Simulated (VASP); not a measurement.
# NiO (F-43m) in VASP: further runs

Runs on NiO. Level: LDA+U. Tasks: single point.

All numbers are computed with VASP 6.6.1; they aren't measurements. Logs are shortened: lines on timing, memory, paths and dates and some standing lists are left out, and cuts for length are marked.

### 1 The crystal as given

Symmetry: F-43m, No. 216, cubic system. The conventional cell has a = 4.567 Å, b = 4.567 Å, c = 4.567 Å, α = 90.00°, β = 90.00°, γ = 90.00°. Ni (site symmetry -43m) has 4 O at 1.98 Å as nearest neighbours. O (site symmetry -43m) is surrounded by 4 Ni at 1.98 Å.

Measurements of this composition are mostly on another form, of space group No. 225.

### 2 Single point, LDA+U, collinear spin, zero start

Contents of INCAR:

```
ALGO = Normal
EDIFF = 1E-6
ENCUT = 520
GGA = CA
ISIF = 2
ISMEAR = 0
ISPIN = 2
LASPH = T
LCHARG = F
LDAU = T
LDAUJ = 0 0
LDAUL = 2 -1
LDAUPRINT = 1
LDAUTYPE = 2
LDAUU = 6 0
LMAXMIX = 4
LORBIT = 11
LREAL = F
LWAVE = F
MAGMOM = 0 0
NELM = 100
PREC = Accurate
SIGMA = 0.05
```

Contents of KPOINTS:

```
k-points
0
Gamma
  7 7 7
```

Contents of POSCAR:

```
NiO
1.0
    0.0000000000      2.2835484600      2.2835484600
    2.2835484600      0.0000000000      2.2835484600
    2.2835484600      2.2835484600      0.0000000000
Ni O
1 1
Direct
    0.0000000000      0.0000000000      0.0000000000
    0.2500000000      0.2500000000      0.2500000000
```

Potentials or basis: VASP PAW LDA potentials, release 64 (Ni, O).

Run with:

```
$ cat potpaw_LDA.64/Ni/POTCAR potpaw_LDA.64/O/POTCAR > POTCAR
$ mpirun -np 1 vasp_std > vasp.out
```

OUTCAR:

```text
EDIFF = 1E-6
   ENCUT = 520
   GGA = CA
   ISIF = 2
   ISMEAR = 0
   ISPIN = 2
   LASPH = T
   LORBIT = 11
   LREAL = F
   NELM = 100
   PREC = Accurate

 ion  position               nearest neighbor table
   1  0.000  0.000  0.000-   2 1.98   2 1.98   2 1.98   2 1.98
   2  0.250  0.250  0.250-   1 1.98   1 1.98   1 1.98   1 1.98

  LATTYP: Found a face centered cubic cell.
 ALAT       =     4.5670969200

  Lattice vectors:

 A1 = (   0.0000000000,   2.2835484600,   2.2835484600)
 A2 = (   2.2835484600,   0.0000000000,   2.2835484600)
 A3 = (   2.2835484600,   2.2835484600,   0.0000000000)

Analysis of symmetry for initial positions (statically):
=====================================================================
 Subroutine PRICEL returns:
 Original cell was already a primitive cell.

 Routine SETGRP: Setting up the symmetry group for a
 face centered cubic supercell.

 Subroutine GETGRP returns: Found 24 space group operations
 (whereof 24 operations were pure point group operations)
 out of a pool of 48 trial point group operations.

The static configuration has the point symmetry T_d .

Analysis of symmetry for dynamics (positions and initial velocities):
=====================================================================
 Subroutine PRICEL returns:
 Original cell was already a primitive cell.

 Routine SETGRP: Setting up the symmetry group for a
 face centered cubic supercell.

 Subroutine GETGRP returns: Found 24 space group operations
 (whereof 24 operations were pure point group operations)
 out of a pool of 48 trial point group operations.

The dynamic configuration has the point symmetry T_d .

Analysis of structural, dynamic, and magnetic symmetry:
=====================================================================
 Subroutine PRICEL returns:
 Original cell was already a primitive cell.

 Routine SETGRP: Setting up the symmetry group for a
 face centered cubic supercell.

 Subroutine GETGRP returns: Found 24 space group operations
 (whereof 24 operations were pure point group operations)
 out of a pool of 48 trial point group operations.

The overall configuration has the point symmetry T_d .

 Subroutine INISYM returns: Found 24 space group operations
 (whereof 24 operations are pure point group operations),
 and found     1 'primitive' translations

----------------------------------------------------------------------------------------
[... 173 lines left out ...]

  energy without entropy =       -9.26454228  energy(sigma->0) =       -9.26747874

 E-fermi :   3.6338     XC(G=0): -11.3969

 val. band max:        3.6312184006   @ k =  -0.4286   0.2857   0.1429
 cond. band min:       3.6460609129   @ k =  -0.2857   0.1429   0.0000
 fundamental gap:      0.0148425123
 Fermi energy:         3.6337577569

 spin component 1

 k-point     1 :       0.0000    0.0000    0.0000
  band No.  band energies     occupation
      1     -14.9116      1.00000
      2      -1.3336      1.00000
      3      -1.3336      1.00000
      4      -1.3336      1.00000
      5       1.1881      1.00000
      6       1.1881      1.00000
      7       4.7613      0.00000
      8       4.7613      0.00000
      9       4.7613      0.00000
     10       4.9990      0.00000
     11      18.5081      0.00000
     12      18.5081      0.00000
[... 271 lines left out ...]
 k-point    20 :      -0.2857    0.4286    0.1429
  band No.  band energies     occupation
      1     -14.2165      1.00000
      2      -1.9122      1.00000
      3      -1.1873      1.00000
      4      -0.6127      1.00000
      5       1.4574      1.00000
      6       1.5119      1.00000
      7       2.1017      1.00000
      8       2.7092      1.00000
      9       3.3210      1.00000
     10      11.4076      0.00000
     11      13.5873      0.00000
     12      14.1714      0.00000
 Fermi energy:         3.6337577569

 spin component 2

 k-point     1 :       0.0000    0.0000    0.0000
  band No.  band energies     occupation
      1     -14.9116      1.00000
      2      -1.3336      1.00000
      3      -1.3336      1.00000
      4      -1.3336      1.00000
      5       1.1881      1.00000
      6       1.1881      1.00000
      7       4.7613      0.00000
      8       4.7613      0.00000
      9       4.7613      0.00000
     10       4.9990      0.00000
     11      18.5081      0.00000
     12      18.5081      0.00000
[... 271 lines left out ...]
 k-point    20 :      -0.2857    0.4286    0.1429
  band No.  band energies     occupation
      1     -14.2165      1.00000
      2      -1.9122      1.00000
      3      -1.1873      1.00000
      4      -0.6127      1.00000
      5       1.4574      1.00000
      6       1.5119      1.00000
      7       2.1017      1.00000
      8       2.7092      1.00000
      9       3.3210      1.00000
     10      11.4076      0.00000
     11      13.5873      0.00000
     12      14.1714      0.00000

------------------------ aborting loop because EDIFF is reached ----------------------------------------

  FORCE on cell =-STRESS in cart. coord.  units (eV):
  Direction    XX          YY          ZZ          XY          YZ          ZX
  --------------------------------------------------------------------------------------
  -------------------------------------------------------------------------------------
  Total       -4.5181506     -4.5181506     -4.5181506      0.0000000      0.0000000     -0.0000000
  in kB     -303.9559078   -303.9559078   -303.9559078      0.0000000      0.0000000     -0.0000000
  external PRESSURE =    -303.9559078 kB  Pullay stress =       0.0000000 kB

 VOLUME and BASIS-vectors are now :
 -----------------------------------------------------------------------------
  energy-cutoff  :      520.00
  volume of cell :       23.82
      direct lattice vectors                 reciprocal lattice vectors
     0.000000000  2.283548460  2.283548460    -0.218957473  0.218957473  0.218957473
     2.283548460  0.000000000  2.283548460     0.218957473 -0.218957473  0.218957473
     2.283548460  2.283548460  0.000000000     0.218957473  0.218957473 -0.218957473

 POSITION                                       TOTAL-FORCE (eV/Angst)
 -----------------------------------------------------------------------------------
      0.00000      0.00000      0.00000         0.000000      0.000000      0.000000
      1.14177      1.14177      1.14177        -0.000000     -0.000000     -0.000000
 -----------------------------------------------------------------------------------
    total drift:                               -0.000001     -0.000001     -0.000001

  FREE ENERGIE OF THE ION-ELECTRON SYSTEM (eV)
  ---------------------------------------------------
  free  energy   TOTEN  =        -9.2704151992 eV

  energy  without entropy=       -9.2645422797  energy(sigma->0) =       -9.26747874

 total charge

# of ion       s       p       d       tot
------------------------------------------
    1        0.334   0.397   8.523   9.254
    2        1.555   3.289   0.000   4.843
--------------------------------------------------
tot          1.888   3.685   8.523  14.097

 magnetization (x)

# of ion       s       p       d       tot
------------------------------------------
    1        0.000   0.000   0.000   0.000
    2        0.000  -0.000   0.000  -0.000
--------------------------------------------------
tot          0.000  -0.000   0.000   0.000
```

OSZICAR:

```text
N       E                     dE             d eps       ncg     rms          rms(c)
DAV:   1     0.938862664842E+02    0.93886E+02   -0.80245E+03   960   0.161E+03
DAV:   2    -0.300665991623E+01   -0.96893E+02   -0.86928E+02  1008   0.291E+02
DAV:   3    -0.104765115947E+02   -0.74699E+01   -0.72249E+01  1096   0.960E+01
DAV:   4    -0.105686386306E+02   -0.92127E-01   -0.91933E-01  1068   0.112E+01
DAV:   5    -0.105701673745E+02   -0.15287E-02   -0.15287E-02  1080   0.146E+00    0.127E+01
DAV:   6    -0.108202237190E+02   -0.25006E+00   -0.17250E+01  1104   0.857E+01    0.141E+01
DAV:   7    -0.923686712813E+01    0.15834E+01   -0.81326E+00  1000   0.758E+01    0.481E+00
DAV:   8    -0.926098406779E+01   -0.24117E-01   -0.60048E-01  1208   0.125E+01    0.199E+00
DAV:   9    -0.926940126938E+01   -0.84172E-02   -0.37122E-02  1372   0.314E+00    0.305E-01
DAV:  10    -0.927040315312E+01   -0.10019E-02   -0.82056E-03   984   0.188E+00    0.472E-01
DAV:  11    -0.926976496941E+01    0.63818E-03   -0.45561E-04  1248   0.293E-01    0.260E-01
DAV:  12    -0.927041789274E+01   -0.65292E-03   -0.85472E-04  1184   0.906E-01    0.590E-02
DAV:  13    -0.927041175486E+01    0.61379E-05   -0.13272E-04  1164   0.155E-01    0.203E-02
DAV:  14    -0.927041446753E+01   -0.27127E-05   -0.16947E-05  1052   0.472E-02    0.110E-02
DAV:  15    -0.927041566992E+01   -0.12024E-05   -0.32707E-06   860   0.430E-02    0.709E-03
DAV:  16    -0.927041519915E+01    0.47076E-06   -0.12719E-06   480   0.214E-02
   1 F= -.92704152E+01 E0= -.92674787E+01  d E =-.587292E-02  mag=     0.0000
```

stdout:

```text
POSCAR found type information on POSCAR NiO
 POSCAR found :  2 types and       2 ions
 scaLAPACK will be used
 LDA part: xc-table for (Slater(with rela. corr.)+CA(PZ))
 , standard interpolation
 POSCAR, INCAR and KPOINTS ok, starting setup
 FFT: planning ... GRIDC
 FFT: planning ... GRID_SOFT
 FFT: planning ... GRID
 WAVECAR not read
 entering main loop
```

Run time: 4.8 s. Hardware: 1 thread of Intel Xeon 6975P-C (Granite Rapids), shared host; peak memory 0.13 GiB.

What came out:

```
Free energy                                           : -9.2704 eV
Pressure                                              : -30.4 GPa
Band gap on the k mesh                                : none (metal or under the smearing width)
Net moment                                            : 0.00 μB per cell
Valence electrons inside the program's atomic spheres : Ni 9.25; O 4.84
```

Levels at points of the mesh, in eV from the Fermi level:
Spin up:
```csv
k point,band 3,band 4,band 5,band 6,band 7,band 8,band 9,band 10,band 11,band 12
"(0.00, 0.00, 0.00)",-4.97,-4.97,-2.45,-2.45,1.13,1.13,1.13,1.37,14.87,14.87
```
Spin down:
```tsv
k point	band 4	band 5	band 6	band 7	band 8	band 9	band 10	band 11
(0.00, 0.00, 0.00)	-4.97	-2.45	-2.45	1.13	1.13	1.13	1.37	14.87
```

Eigenvalues of the final occupation matrices:
```csv
site,spin,trace,eigenvalues
site 1 d,1,4.28,0.79 0.79 0.79 0.95 0.95
site 1 d,2,4.28,0.79 0.79 0.79 0.95 0.95
```

Caveat: a pressure of tens of GPa on the cell as given is suspect, and the run, the potentials or the cell itself is likely at fault.

### 3 Single point, LDA+U, collinear spin, random start

Contents of INCAR:

```
SYSTEM = NiO
ALGO     = Normal         ! electronic algorithm
EDIFF    = 1E-6           ! SCF threshold, eV
ENCUT    = 520            ! plane-wave cutoff, eV
ISIF     = 2              ! what is computed and relaxed
ISMEAR   = 0              ! smearing method
ISPIN    = 2              ! spin polarisation
LASPH    = .TRUE.         ! aspherical terms in the spheres
LCHARG   = .FALSE.        ! write CHGCAR
LDAU     = .TRUE.         ! DFT+U
LDAUJ    = 0 0          
LDAUL    = 2 -1           ! shell
LDAUPRINT= 1            
LDAUTYPE = 2            
LDAUU    = 6 0            ! U, eV
LMAXMIX  = 4              ! l up to which the mixer works
LORBIT   = 11             ! projections on sites
LREAL    = .FALSE.        ! projectors in reciprocal space
LWAVE    = .FALSE.        ! write WAVECAR
MAGMOM   = 0.04 0         ! initial moments
NBANDS   = 19             ! bands
NELM     = 120            ! most SCF steps
PREC     = Accurate       ! precision mode
SIGMA    = 0.05           ! smearing width, eV
```

Contents of KPOINTS:

```
k-points
0
G
  7 7 7
  0 0 0
```

POSCAR is that of step 2.

Potentials or basis: VASP PAW LDA potentials, release 64 (Ni, O).

Run with:

```
$ cat potpaw_LDA.64/Ni/POTCAR potpaw_LDA.64/O/POTCAR > POTCAR
$ mpirun -np 1 vasp_std > vasp.out
```

OUTCAR:

```text
SYSTEM = NiO
   EDIFF = 1E-6
   ENCUT = 520
   ISIF = 2
   ISMEAR = 0
   ISPIN = 2
   LASPH = .TRUE.
   LORBIT = 11
   LREAL = .FALSE.
   NELM = 120
   PREC = Accurate

 ion  position               nearest neighbor table
   1  0.000  0.000  0.000-   2 1.98   2 1.98   2 1.98   2 1.98
   2  0.250  0.250  0.250-   1 1.98   1 1.98   1 1.98   1 1.98

  LATTYP: Found a face centered cubic cell.
 ALAT       =     4.5670969200

  Lattice vectors:

 A1 = (   0.0000000000,   2.2835484600,   2.2835484600)
 A2 = (   2.2835484600,   0.0000000000,   2.2835484600)
 A3 = (   2.2835484600,   2.2835484600,   0.0000000000)

Analysis of symmetry for initial positions (statically):
=====================================================================
 Subroutine PRICEL returns:
 Original cell was already a primitive cell.

 Routine SETGRP: Setting up the symmetry group for a
 face centered cubic supercell.

 Subroutine GETGRP returns: Found 24 space group operations
 (whereof 24 operations were pure point group operations)
 out of a pool of 48 trial point group operations.

The static configuration has the point symmetry T_d .

Analysis of symmetry for dynamics (positions and initial velocities):
=====================================================================
 Subroutine PRICEL returns:
 Original cell was already a primitive cell.

 Routine SETGRP: Setting up the symmetry group for a
 face centered cubic supercell.

 Subroutine GETGRP returns: Found 24 space group operations
 (whereof 24 operations were pure point group operations)
 out of a pool of 48 trial point group operations.

The dynamic configuration has the point symmetry T_d .

Analysis of structural, dynamic, and magnetic symmetry:
=====================================================================
 Subroutine PRICEL returns:
 Original cell was already a primitive cell.

 Routine SETGRP: Setting up the symmetry group for a
 face centered cubic supercell.

 Subroutine GETGRP returns: Found 24 space group operations
[... 182 lines left out ...]
  free energy    TOTEN  =        -9.27041529 eV

  energy without entropy =       -9.26454291  energy(sigma->0) =       -9.26747910

 E-fermi :   3.6337     XC(G=0): -11.3969

 val. band max:        3.6312576206   @ k =  -0.4286   0.2857   0.1429
 cond. band min:       3.6458181580   @ k =  -0.2857   0.1429   0.0000
 fundamental gap:      0.0145605374
 Fermi energy:         3.6336583744

 spin component 1

 k-point     1 :       0.0000    0.0000    0.0000
  band No.  band energies     occupation
      1     -14.9112      1.00000
      2      -1.3335      1.00000
      3      -1.3335      1.00000
      4      -1.3335      1.00000
      5       1.1876      1.00000
      6       1.1876      1.00000
[... 416 lines left out ...]
      5       1.4569      1.00000
      6       1.5114      1.00000
[... 11 lines left out ...]
     18      31.8452      0.00000
     19      32.8957      0.00000
 Fermi energy:         3.6336583744

 spin component 2

 k-point     1 :       0.0000    0.0000    0.0000
  band No.  band energies     occupation
      1     -14.9112      1.00000
      2      -1.3333      1.00000
      3      -1.3333      1.00000
      4      -1.3333      1.00000
      5       1.1876      1.00000
      6       1.1876      1.00000
[... 417 lines left out ...]
      6       1.5116      1.00000
[... 11 lines left out ...]
     18      31.8453      0.00000
     19      32.8957      0.00000

------------------------ aborting loop because EDIFF is reached ----------------------------------------

  FORCE on cell =-STRESS in cart. coord.  units (eV):
  Direction    XX          YY          ZZ          XY          YZ          ZX
  --------------------------------------------------------------------------------------
  -------------------------------------------------------------------------------------
  Total       -4.5162508     -4.5162508     -4.5162508      0.0000000      0.0000000     -0.0000000
  in kB     -303.8281041   -303.8281041   -303.8281041      0.0000000      0.0000000     -0.0000000
  external PRESSURE =    -303.8281041 kB  Pullay stress =       0.0000000 kB

 VOLUME and BASIS-vectors are now :
 -----------------------------------------------------------------------------
  energy-cutoff  :      520.00
  volume of cell :       23.82
      direct lattice vectors                 reciprocal lattice vectors
     0.000000000  2.283548460  2.283548460    -0.218957473  0.218957473  0.218957473
     2.283548460  0.000000000  2.283548460     0.218957473 -0.218957473  0.218957473
     2.283548460  2.283548460  0.000000000     0.218957473  0.218957473 -0.218957473

 POSITION                                       TOTAL-FORCE (eV/Angst)
 -----------------------------------------------------------------------------------
      0.00000      0.00000      0.00000        -0.000000     -0.000000     -0.000000
      1.14177      1.14177      1.14177         0.000000      0.000000      0.000000
 -----------------------------------------------------------------------------------
    total drift:                               -0.000001     -0.000001     -0.000001

  FREE ENERGIE OF THE ION-ELECTRON SYSTEM (eV)
  ---------------------------------------------------
  free  energy   TOTEN  =        -9.2704152932 eV

  energy  without entropy=       -9.2645429094  energy(sigma->0) =       -9.26747910

 total charge

# of ion       s       p       d       tot
------------------------------------------
    1        0.334   0.397   8.524   9.254
    2        1.555   3.288   0.000   4.843
--------------------------------------------------
tot          1.888   3.685   8.524  14.097

 magnetization (x)

# of ion       s       p       d       tot
------------------------------------------
    1        0.000   0.000   0.001   0.001
    2        0.000   0.000   0.000   0.000
--------------------------------------------------
tot          0.000   0.000   0.001   0.001
```

stdout:

```text
POSCAR found type information on POSCAR NiO
 POSCAR found :  2 types and       2 ions
 scaLAPACK will be used
 LDA part: xc-table for (Slater(with rela. corr.)+CA(PZ))
 , standard interpolation
 POSCAR, INCAR and KPOINTS ok, starting setup
 FFT: planning ... GRIDC
 FFT: planning ... GRID_SOFT
 FFT: planning ... GRID
 WAVECAR not read
 entering main loop
```

Run time: 8.5 s. Hardware: 1 thread of Intel Xeon 6975P-C (Granite Rapids), shared host; peak memory 0.14 GiB.

What came out:

```yaml
Free_energy: -9.2704 eV
Pressure: -30.4 GPa
Band_gap_on_the_k_mesh: none (metal or under the smearing width)
Net_moment: 0.00 μB per cell
Valence_electrons_inside_the_program's_atomic_spheres: Ni 9.25; O 4.84
```

Levels at points of the mesh, in eV from the Fermi level:
Spin up:
```csv
k point,band 3,band 4,band 5,band 6,band 7,band 8,band 9,band 10,band 11,band 12
"(0.00, 0.00, 0.00)",-4.97,-4.97,-2.45,-2.45,1.13,1.13,1.13,1.37,14.87,14.87
```
Spin down:
| k point | band 3 | band 4 | band 5 | band 6 | band 7 | band 8 | band 9 | band 10 | band 11 | band 12 |
| --- | --- | --- | --- | --- | --- | --- | --- | --- | --- | --- |
| (0.00, 0.00, 0.00) | -4.97 | -4.97 | -2.45 | -2.45 | 1.13 | 1.13 | 1.13 | 1.37 | 14.87 | 14.87 |

Eigenvalues of the final occupation matrices:
| site | spin | trace | eigenvalues |
| --- | --- | --- | --- |
| site 1 d | 1 | 4.28 | 0.79 0.79 0.79 0.95 0.95 |
| site 1 d | 2 | 4.28 | 0.79 0.79 0.79 0.95 0.95 |

Caveat: a pressure of tens of GPa on the cell as given is suspect, and the run, the potentials or the cell itself is likely at fault.
